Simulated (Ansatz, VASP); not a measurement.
# CuI (Marshite): VASP beside Ansatz

Wanted: the spread between two codes on one cell, functional and k mesh.

Calculated with Ansatz 0.2.0; plane waves, with VASP 6.6.1 beside it; band structure at PBE.

The database entry behind the starting cell differs from later determinations by our own check (about 0.15 % long (mineral sample)), so it need not match the best structure at ambient conditions.

**1. The starting structure**

It takes space group F-43m (No. 216, cubic). Conventional cell: a = 6.063 Å, b = 6.063 Å, c = 6.063 Å, α = 90.00°, β = 90.00°, γ = 90.00°. Nearest to Cu lie 4 I at 2.63 Å. I has 4 Cu at 2.63 Å nearest. Farther neighbours and most contacts between anions are not listed.

**2. VASP: band structure, PBE**

Levels along a path test the potential and the projectors away from the mesh points.

Lines of VASP's logs that name or quote its potential files are left out, and so is its time.

INCAR

```
SYSTEM = CuI
PREC = Accurate
ENCUT = 440
EDIFF = 1E-08
NELM = 100
ISMEAR = 0
SIGMA = 0.01
LREAL = .FALSE.
ALGO = Normal
GGA = PE
NBANDS = 15
LASPH = .TRUE.
LORBIT = 11
LWAVE = .TRUE.
LCHARG = .FALSE.
KPAR = 8
```

POSCAR

```
CuI
1.0
    0.0000000000      3.0315000000      3.0315000000
    3.0315000000      0.0000000000      3.0315000000
    3.0315000000      3.0315000000      0.0000000000
Cu I
1 1
Direct
    0.2500000000      0.2500000000      0.2500000000
    0.0000000000      0.0000000000      0.0000000000
```

KPOINTS

```
Automatic mesh
0
Gamma
6 6 6
0 0 0
```

KPOINTS_OPT

```
Line mode
12
Line-mode
Reciprocal
  0.00000000   0.00000000   0.00000000 GAMMA
  0.50000000   0.00000000   0.50000000 X

  0.50000000   0.00000000   0.50000000 X
  0.50000000   0.25000000   0.75000000 W

  0.50000000   0.25000000   0.75000000 W
  0.37500000   0.37500000   0.75000000 K

  0.37500000   0.37500000   0.75000000 K
  0.00000000   0.00000000   0.00000000 GAMMA

  0.00000000   0.00000000   0.00000000 GAMMA
  0.50000000   0.50000000   0.50000000 L

  0.50000000   0.50000000   0.50000000 L
  0.62500000   0.25000000   0.62500000 U

  0.62500000   0.25000000   0.62500000 U
  0.50000000   0.25000000   0.75000000 W

  0.50000000   0.25000000   0.75000000 W
  0.50000000   0.50000000   0.50000000 L

  0.50000000   0.50000000   0.50000000 L
  0.37500000   0.37500000   0.75000000 K

  0.62500000   0.25000000   0.62500000 U
  0.50000000   0.00000000   0.50000000 X
```

PAW data sets: Cu_GW and I_GW (PBE family, release 64).

Started as:

```sh
$ mpirun -np 8 vasp_std
```

Numbers of over 12 decimals in the logs are rounded to 6 here.

The program printed:

```text
[banner, memory and clock lines left out]
running    8 mpi-ranks, on    1 nodes
 distrk:  each k-point on    1 cores,    8 groups
 distr:  one band on    1 cores,    1 groups

 POSCAR found type information on POSCAR CuI
 POSCAR found :  2 types and       2 ions
|                                                                             |
|           W    W    AA    RRRRR   N    N  II  N    N   GGGG   !!!           |
|           W    W   A  A   R    R  NN   N  II  NN   N  G    G  !!!           |
|           W    W  A    A  R    R  N N  N  II  N N  N  G       !!!           |
|           W WW W  AAAAAA  RRRRR   N  N N  II  N  N N  G  GGG   !            |
|           WW  WW  A    A  R   R   N   NN  II  N   NN  G    G                |
|           W    W  A    A  R    R  N    N  II  N    N   GGGG   !!!           |
|                                                                             |
|     For optimal performance we recommend to set                             |
|       NCORE = 2 up to number-of-cores-per-socket                            |
|     NCORE specifies how many cores store one orbital (NPAR=cpu/NCORE).      |
|     This setting can greatly improve the performance of VASP for DFT.       |
|     The default, NCORE=1 might be grossly inefficient on modern             |
|     multi-core architectures or massively parallel machines. Do your        |
|     Unfortunately you need to use the default for GW and RPA                |
|     calculations (for HF NCORE is supported but not extensively tested      |
|     yet).                                                                   |
|                                                                             |

 LDA part: xc-table for (Slater+PW92), standard interpolation
 POSCAR, INCAR and KPOINTS ok, starting setup
 FFT: planning ... GRIDC
 FFT: planning ... GRID_SOFT
 FFT: planning ... GRID
 WAVECAR not read
 entering main loop
       N       E                     dE             d eps       ncg     rms          rms(c)
DAV:   1     0.107926617835E+03    0.10793E+03   -0.72859E+03   480   0.943E+02
DAV:   2    -0.100132386225E+01   -0.10893E+03   -0.95192E+02   558   0.255E+02
DAV:   3    -0.562681725397E+01   -0.46255E+01   -0.45682E+01   620   0.526E+01
DAV:   4    -0.577891586424E+01   -0.15210E+00   -0.15202E+00   719   0.107E+01
DAV:   5    -0.578174157954E+01   -0.28257E-02   -0.28257E-02   628   0.125E+00    0.385E+00
DAV:   6    -0.572556592898E+01    0.56176E-01   -0.27892E+00   531   0.320E+01    0.593E+00
DAV:   7    -0.557791851761E+01    0.14765E+00   -0.56608E-01   537   0.179E+01    0.187E+00
DAV:   8    -0.557807936587E+01   -0.16085E-03   -0.79205E-02   650   0.435E+00    0.473E-01
DAV:   9    -0.557522299114E+01    0.28564E-02   -0.18073E-02   644   0.263E+00    0.637E-02
DAV:  10    -0.557531796774E+01   -0.94977E-04   -0.92517E-04   620   0.365E-01    0.209E-02
DAV:  11    -0.557535579970E+01   -0.37832E-04   -0.52676E-05   624   0.622E-02    0.909E-03
DAV:  12    -0.557535885017E+01   -0.30505E-05   -0.65399E-06   631   0.215E-02    0.591E-03
DAV:  13    -0.557535884857E+01    0.16021E-08   -0.16274E-06   748   0.173E-02    0.144E-03
DAV:  14    -0.557535881545E+01    0.33119E-07   -0.32541E-07   592   0.382E-03    0.726E-04
DAV:  15    -0.557535889502E+01   -0.79564E-07   -0.24771E-08   565   0.282E-03    0.240E-04
DAV:  16    -0.557535892029E+01   -0.25277E-07   -0.87836E-09   457   0.103E-03    0.757E-05
DAV:  17    -0.557535891790E+01    0.23902E-08   -0.18536E-09   352   0.754E-04
   1 F= -.55753589E+01 E0= -.55753589E+01  d E =-.958406E-14
 Start KPOINTS_OPT (optional k-point list driver)
k-point batch [1-16\120]
       N       E                     dE             ncg
DAV:   1     0.190510277168E+04   -0.40630E+04      480
DAV:   2     0.172196348554E+03   -0.17329E+04      551
DAV:   3     0.965272374995E+02   -0.75669E+02      648
DAV:   4     0.939118074963E+02   -0.26154E+01      759
DAV:   5     0.938827701051E+02   -0.29037E-01      648
DAV:   6     0.938819032113E+02   -0.86689E-03      763
DAV:   7     0.938818940543E+02   -0.91570E-05      687
DAV:   8     0.938818936950E+02   -0.35930E-06      758
DAV:   9     0.938818936911E+02   -0.38704E-08      543
[...]
k-point batch [113-120\120]
       N       E                     dE             ncg
DAV:   1     0.543358038517E+04   -0.34612E+04      248
DAV:   2     0.462666471898E+04   -0.80692E+03      261
DAV:   3     0.459674174695E+04   -0.29923E+02      345
DAV:   4     0.459565428551E+04   -0.10875E+01      362
DAV:   5     0.459564383829E+04   -0.10447E-01      331
DAV:   6     0.459564356983E+04   -0.26845E-03      367
DAV:   7     0.459564356643E+04   -0.34011E-05      331
DAV:   8     0.459564356630E+04   -0.13056E-06      374
DAV:   9     0.459564356630E+04   -0.11387E-08      274
 writing wavefunctions
```

OUTCAR, selected parts (step 2):

```text
ion  position               nearest neighbor table
   1  0.250  0.250  0.250-   2 2.63   2 2.63   2 2.63   2 2.63
   2  0.000  0.000  0.000-   1 2.63   1 2.63   1 2.63   1 2.63

  LATTYP: Found a face centered cubic cell.
 ALAT       =     6.0630000000

 Subroutine GETGRP returns: Found 24 space group operations
 (whereof 24 operations were pure point group operations)

The static configuration has the point symmetry T_d .

 Found     16 irreducible k-points:

   k-points           NKPTS =     16   k-points in BZ     NKDIM =     16   number of bands    NBANDS=     15

   dimension x,y,z NGX =    30 NGY =   30 NGZ =   30
   dimension x,y,z NGXF=    60 NGYF=   60 NGZF=   60

   ENCUT  =  440.0 eV  32.34 Ry    5.69 a.u.   7.33  7.33  7.33*2*pi/ulx,y,z

   NELECT =      18.0000    total number of electrons

 k-points in reciprocal lattice and weights: Automatic mesh
   0.00000000  0.00000000  0.00000000       0.005
   0.16666667  0.00000000  0.00000000       0.037
   0.33333333  0.00000000  0.00000000       0.037
   0.50000000  0.00000000  0.00000000       0.019
   0.16666667  0.16666667  0.00000000       0.028
   0.33333333  0.16666667  0.00000000       0.111
   0.50000000  0.16666667  0.00000000       0.111
  -0.33333333  0.16666667  0.00000000       0.111
  -0.16666667  0.16666667  0.00000000       0.056
[...]
-0.33333333  0.33333333  0.16666667       0.111
  -0.33333333  0.50000000  0.16666667       0.056

 average (electrostatic) potential at core
       1 -54.6275       2 -92.8077

 E-fermi :   4.0126

 k-point     1 :       0.0000    0.0000    0.0000
  band No.  band energies     occupation
    ...
      5       2.1170      2.00000
      6       2.1170      2.00000
      7       3.9648      2.00000
      8       3.9648      2.00000
      9       3.9648      2.00000
     10       5.0771      0.00000
     11       8.8508      0.00000
     12       8.8508      0.00000
     13       8.8508      0.00000
     14      12.1308      0.00000
    ...

 k-point     2 :       0.1667    0.0000    0.0000
  band No.  band energies     occupation
    ...
      5       2.1081      2.00000
      6       2.1081      2.00000
      7       3.0977      2.00000
      8       3.7721      2.00000
      9       3.7721      2.00000
     10       6.0094      0.00000
     11       8.8446      0.00000
     12       9.1983      0.00000
     13       9.1983      0.00000
     14      12.7869      0.00000
    ...

 k-point     3 :       0.3333    0.0000    0.0000
  band No.  band energies     occupation
    ...
      5       2.1189      2.00000
      6       2.1189      2.00000
      7       2.4114      2.00000
      8       3.4260      2.00000
      9       3.4260      2.00000
     10       6.1943      0.00000
     11       9.4570      0.00000
     12       9.4570      0.00000
     13      10.3788      0.00000
     14      12.6177      0.00000
    ...

  Total        0.0089847      0.0089847      0.0089847     -0.0000000      0.0000000      0.0000000
  in kB        0.2583504      0.2583504      0.2583504     -0.0000000      0.0000000      0.0000000
  external PRESSURE =       0.2583504 kB  Pullay stress =       0.0000000 kB

  energy-cutoff  :      440.00
  volume of cell :       55.72
      direct lattice vectors                 reciprocal lattice vectors
     0.000000000  3.031500000  3.031500000    -0.164934851  0.164934851  0.164934851
     3.031500000  0.000000000  3.031500000     0.164934851 -0.164934851  0.164934851
     3.031500000  3.031500000  0.000000000     0.164934851  0.164934851 -0.164934851

 POSITION                                       TOTAL-FORCE (eV/Angst)
 -----------------------------------------------------------------------------------
      1.51575      1.51575      1.51575         0.000000     -0.000000      0.000000
      0.00000      0.00000      0.00000        -0.000000      0.000000     -0.000000
 -----------------------------------------------------------------------------------
    total drift:                                0.000002      0.000002      0.000002

  FREE ENERGIE OF THE ION-ELECTRON SYSTEM (eV)
  ---------------------------------------------------
  free  energy   TOTEN  =        -5.5753589179 eV

  energy  without entropy=       -5.5753589179  energy(sigma->0) =       -5.57535892

 total charge
# of ion       s       p       d       f       tot
--------------------------------------------------
    1        0.323   0.258   9.274   0.004   9.859
    2        1.595   3.095   0.069   0.000   4.759
--------------------------------------------------
tot          1.917   3.354   9.343   0.004  14.618

[... 3 further parts left out ...]
```

The run ends at a pressure of 0.03 GPa.

**3. Ansatz: band structure, PBE**

Ansatz runs on its default PAW (the set named soft_2) files.

The same cell, functional, mesh and smearing now go to Ansatz, which takes its cutoff from its data sets.

input.yaml

```yaml
crystal:
  lattice:
    - [0.0, 3.0315, 3.0315]
    - [3.0315, 0.0, 3.0315]
    - [3.0315, 3.0315, 0.0]
  atoms:
    - { symbol: Cu, position: [0.25, 0.25, 0.25] }
    - { symbol: I, position: [0.0, 0.0, 0.0] }
hamiltonian:
  xc: pbe
  pseudopotentials: { kind: paw }
kpoints:
  mp_grid: { grid: [6, 6, 6] }
  band_path:
    path:
      - [0.0, 0.0, 0.0]
      - [0.18182, 0.0, 0.18182]
      - [0.36364, 0.0, 0.36364]
      - [0.5, 0.0, 0.5]
      - [0.5, 0.09091, 0.59091]
      - [0.5, 0.18182, 0.68182]
      - [0.5, 0.25, 0.75]
      - [0.45455, 0.29545, 0.75]
      - [0.40909, 0.34091, 0.75]
      - [0.375, 0.375, 0.75]
      - [0.20455, 0.20455, 0.40909]
      - [0.06818, 0.06818, 0.13636]
      - [0.04545, 0.04545, 0.04545]
      - [0.22727, 0.22727, 0.22727]
      - [0.40909, 0.40909, 0.40909]
      - [0.51136, 0.47727, 0.51136]
      - [0.55682, 0.38636, 0.55682]
      - [0.60227, 0.29545, 0.60227]
      - [0.61364, 0.25, 0.63636]
      - [0.56818, 0.25, 0.68182]
      - [0.51136, 0.25, 0.73864]
      - [0.5, 0.29545, 0.70455]
      - [0.5, 0.38636, 0.61364]
      - [0.5, 0.47727, 0.52273]
      - [0.47727, 0.47727, 0.54545]
      - [0.43182, 0.43182, 0.63636]
      - [0.38636, 0.38636, 0.72727]
      - [0.60227, 0.20455, 0.60227]
      - [0.55682, 0.11364, 0.55682]
      - [0.5, 0.0, 0.5]
    npoints: 1
scf:
  occupations: { method: gaussian, width: 0.01 }
  n_extra_bands: 7
output:
  forces: true
  stress: true
  eigenvalues: true
  write_density: true
  write_potential: true
  elf: true
  volumetric_format: npy
```

Started as:

```sh
$ ansatz run input.yaml --threads 2 --pin off --max-ram 4608MiB --backend cpu --events-out ev --progress --plain --runs-dir out
```

The program printed:

```text
scf.n_extra_bands = 7 over 18 filled bands (N_el = 36.0): the run solves 25 bands
Engine: ansatz 0.2.0, aarch64-unknown-linux-gnu
Pseudopotentials: kind: paw
Pseudopotential: Cu, paw, valence charge 19, recommended cutoff 420 eV (normal), Cu.paw.azcp
Pseudopotential: I, paw, valence charge 17, recommended cutoff 420 eV (normal), I.paw.azcp
Functional definition: PBE
  parameter kappa = 0.804
  parameter beta = 0.066725
  exchange = pbe_x(kappa = kappa, mu = beta*pi^2/3)
  correlation = pbe_c(beta = beta)
Crystal: 2 atoms, lattice volume = 55.719 Å³
Basis set: ecut = 420 eV, 1067 PW (Γ), exchange–correlation on 60×60×60 points (8 copies of the dense FFT grid, shifted against one another)
Bands: 25, of which v1, the nominal top of the filled ones, is band 18 counted from 1 (17 counted from 0)
Symmetry: 24 space group operations
Space group: F-43m (ITA 216), of the structure as read, at distance tolerance 3.8e-5 Å
k-points: 16 of 216 (time reversal used)
Non-local potential: Cu, projectors of the file, l = 0: 3, l = 1: 2, l = 2: 3, l = 3: 1
Non-local potential: I, projectors of the file, l = 0: 2, l = 1: 2, l = 2: 2, l = 3: 2
PAW form: soft (Blöchl's): semilocal exchange-correlation on the pseudo side does not see the compensation charge
PAW one-centre angular grid: Cu, 590 points (default); XC on 64 Gauss nodes
PAW one-centre angular grid: I, 590 points (default); XC on 64 Gauss nodes
Initial density: superposition of atomic densities (neutral atoms: chi_scale 0, normalization atom), corrected by the library's trained network
Initial wavefunctions: pseudopotential atomic-orbital guess
Functional: x = pbe(κ = 0.804, μ = 0.219515), c = pbe(β = 0.066725)
SCF iter   1: F=—  HF=-14138.363740 eV  |F-HF|=—  |Δ(HF+E_count)|=         —  Δρ=1.31e-3  dr2=7.34e-4  ethr=1.77e-3  ⟨swp⟩=6.2  Hψ=1997  notcnv=0  defer=1
preconditioner: auto → none  [insulator: Δε(μ)=1.133 eV  Ē_g=11.113 eV  σ=0.010 eV  W_gap=1.00  n_scr=14 (ndim 8)  ℏωp=21.1 eV  f_vac=0.179  D(μ)=0.00/eV (n_scr^D=0)  ε∞_Penn≈4.6]
SCF iter   2: F=—  HF=-14138.363944 eV  |F-HF|=—  |Δ(HF+E_count)|=   2.05e-4  Δρ=2.25e-3  dr2=1.76e-3  ethr=2.04e-6  ⟨swp⟩=3.1  Hψ=1018  notcnv=0  defer=38
SCF iter   3: F=—  HF=-14138.363552 eV  |F-HF|=—  |Δ(HF+E_count)|=   3.93e-4  Δρ=1.95e-4  dr2=1.59e-5  ethr=2.04e-6  ⟨swp⟩=2.1  Hψ=699  notcnv=0  defer=38
SCF iter   4: F=—  HF=-14138.363589 eV  |F-HF|=—  |Δ(HF+E_count)|=   3.70e-5  Δρ=6.51e-5  dr2=1.41e-6  ethr=4.41e-8  ⟨swp⟩=2.0  Hψ=564  notcnv=0  defer=38
SCF iter   5: F=—  HF=-14138.363596 eV  |F-HF|=—  |Δ(HF+E_count)|=   7.08e-6  Δρ=2.21e-5  dr2=2.77e-7  ethr=3.92e-9  ⟨swp⟩=2.2  Hψ=530  notcnv=0  defer=38
SCF iter   6: F=-14138.363596 eV  HF=-14138.363596 eV  |F-HF|=8.91e-9  |Δ(HF+E_count)|=   5.14e-7  Δρ=4.05e-6  dr2=5.97e-9  ethr=2.78e-10  ⟨swp⟩=13.4  Hψ=3175  notcnv=0
SCF 1 converged in 6 iterations: F = -14138.363596 eV  dr2 = 5.97e-9
  greatest PAW one-centre occupation: 1.000 electrons in one spin orbital (limit 2), on the Cu atom at site 0 (counted from 0), in its partial waves of l = 0
NSCF: frozen V_eff on 30 k-points
SCF converged after 6 iterations
Free energy (F): -14138.363596 eV
Harris-Foulkes:  -14138.363596 eV  (|F-HF|=8.91e-9)
Internal energy: -14138.363596 eV  (E = F + TS)
E sigma→0 (E₀):  -14138.363596 eV
Fermi energy:    8.717882 eV
--- Per-component energies (eV) ---
  E_band       = -867.419249
  E_kinetic    = 489.442118
  E_local      = -7622.648997  (includes V_loc(G=0)·N_el)
  E_nonlocal   = 313.655532
  E_hartree    = 3542.939385
  E_xc         = -215.247120
  E_vxc        = -241.058067  (∫ρ·V_xc dr)
  E_paw        = -6492.373361  (= ΣΔE_a)
  E_vpaw       = -892.684966  (= ΣTr[D̂ρ^β])
  E_aug_tail   = 0.000298  (compensation charges beyond the density's cutoff)
  E_ewald      = -4154.131452
  E_smearing   = -0.000000  (= −TS)
  E_closure    = 0.000000  (closes the sum)
  Σ components = -14138.363596   (vs F -14138.363596, Δ=0.00e0)
--- Forces (eV/Å), atoms counted from 1 ---
  atom   1  Cu    -0.00000000     0.00000000     0.00000000
  atom   2  I      0.00000000    -0.00000000     0.00000000
  max |Σ_I F_I| component: 1.16e-17 eV/Å
--- Stress (GPa, compression-positive) ---
        0.333297       0.000000       0.000000
        0.000000       0.333297       0.000000
       -0.000000       0.000000       0.333297
  P = ⅓ Tr σ = 0.3333 GPa (3.333 kbar)
--- Band table (eV; the first three rows and the last of 16) ---
  k-point 0: bands = [... 14 lower, 6.3085, 8.1574, 8.1574, 8.1574, 9.2782, 13.0325, 13.0325, 13.0325, ... 3 higher]
  k-point 1: bands = [... 14 lower, 6.2996, 7.2909, 7.9641, 7.9641, 10.2071, 13.0300, 13.3802, 13.3802, ... 3 higher]
  k-point 2: bands = [... 14 lower, 6.3106, 6.6040, 7.6174, 7.6174, 10.3875, 13.6406, 13.6406, 14.5711, ... 3 higher]
  k-point 15: bands = [... 14 lower, 6.2660, 6.3912, 6.5815, 6.8618, 12.0145, 12.0595, 15.2502, 15.3168, ... 3 higher]
```

Wall time 2.8 s (2 threads of Arm Neoverse V2, shared host); peak memory 0.32 GiB; 4.8 s of CPU time.

Reading the cycles: dr2 is the Hartree energy of the density residual (eV), the measure of convergence; HF is the Harris–Foulkes estimate of the energy, which meets the free energy F at convergence.

**4. Side by side**

Known differences besides the potentials themselves: the data sets hold 36 valence electrons in Ansatz (default PAW (the set named soft_2) files) and 18 in VASP; the cutoff is 420 eV in Ansatz and 440 eV in VASP. Total energies have different zeros and are not compared.

The two programs side by side:

```csv
quantity,Ansatz,VASP,difference
gap over the path points (eV),1.121,1.112,+0.008
```

Levels at points of the path, from each program's valence-band top (eV; 4 filled, then empty):

```csv
k (reciprocal lattice),Ansatz,VASP
0.000 0.000 0.000,-1.85 0.00 0.00 0.00 1.12 4.88 4.88,-1.85 0.00 0.00 0.00 1.11 4.89 4.89
0.182 0.000 0.182,-1.82 -0.82 -0.56 -0.56 2.76 3.79 5.98,-1.82 -0.82 -0.56 -0.56 2.76 3.79 5.99
0.364 0.000 0.364,-1.78 -1.48 -1.30 -1.30 2.83 3.20 7.94,-1.78 -1.48 -1.30 -1.30 2.84 3.21 7.94
0.500 0.000 0.500,-1.79 -1.76 -1.50 -1.50 2.71 2.90 9.17,-1.79 -1.76 -1.49 -1.49 2.71 2.90 9.17
0.500 0.091 0.591,-1.85 -1.77 -1.53 -1.39 3.08 3.23 8.30,-1.85 -1.77 -1.53 -1.39 3.08 3.24 8.30
0.500 0.182 0.682,-1.89 -1.77 -1.58 -1.28 4.04 4.05 6.81,-1.89 -1.77 -1.58 -1.28 4.04 4.06 6.82
0.500 0.250 0.750,-1.90 -1.77 -1.60 -1.26 4.48 4.65 6.01,-1.90 -1.76 -1.60 -1.26 4.49 4.66 6.01
0.455 0.295 0.750,-1.86 -1.75 -1.58 -1.25 3.94 4.64 6.40,-1.86 -1.75 -1.58 -1.25 3.95 4.65 6.40
0.409 0.341 0.750,-1.83 -1.72 -1.53 -1.25 3.27 4.62 7.21,-1.83 -1.72 -1.53 -1.25 3.27 4.63 7.22
0.375 0.375 0.750,-1.82 -1.71 -1.50 -1.25 3.09 4.62 7.54,-1.82 -1.71 -1.50 -1.24 3.09 4.62 7.55
```

Among the levels compared at these points, filled levels agree within 2 meV and empty ones within 11 meV. Not compared: the pressure (VASP's GW data sets at this cutoff don't carry it).

**5. Summary of results**

```
difference in gap over the path points (band structure, PBE) : 0.0085 eV
```

In words: The difference in gap over the path points is 0.0085 eV (band structure, PBE), within the 0.08 eV picked in this series as the mark of a large difference. Such differences can come from data sets, numerical settings and the points named under the comparisons, not from the functional's error against experiment.

[Lines on the potential files, build, host, timing and source positions are cut from VASP's logs without a mark.]

[Logs are printed without paths, hosts, clocks, repeated set-up lines and the standing remarks that a program may print on its own settings, such as how far it seeks lower states.]

[Hosts, paths, dates, database ids (printed as entryN), source tags and the programs' standing remarks are cut or masked in the printed files.]
